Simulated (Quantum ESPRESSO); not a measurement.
**Ga in Quantum ESPRESSO: the effect of target pressure**

Crystal: Ga.

```
Ga
1.0
     1.45000   -4.06500    0.00000
     1.45000    4.06500    0.00000
     0.00000    0.00000    3.17000
Ga
2
Direct
  0.13300 0.86700 0.75000
  0.86700 0.13300 0.25000
```

This isn't the form of Ga at room conditions, which is orthorhombic.

Alike in all runs:

- Program: Quantum ESPRESSO 7.5
- Task: relaxation of cell and atoms
- Functional: PBEsol
- Potentials or basis: GBRV 1.5 PBEsol
- Cutoff: 871 eV
- Density cutoff: 7007 eV
- k mesh: 7 × 7 × 6
- Occupations: fermi-dirac, width 0.05 eV
- Spin: no spin polarisation

Each run relaxes the cell or the atoms first.

```csv
target pressure,relaxed volume (Å³/atom)
0 GPa,17.94
2 GPa,17.39
5 GPa,16.71
10 GPa,15.70
20 GPa,14.53
30 GPa,?
```

Question: What does the run with target pressure 30 GPa give?

Answer: Relaxed volume 13.71 Å³/atom.

Worked out: In Murnaghan's law V^(-B') rises as a straight line in P. The other rows fit best with B' = 4.6, V0 = 17.96 Å³/atom and B0 = 55 GPa, which gives 13.69 Å³/atom at 30 GPa, against the run's 13.71.

Caveats: the volume moved by over 15 % at a fixed basis, so the end points are rough (some runs).
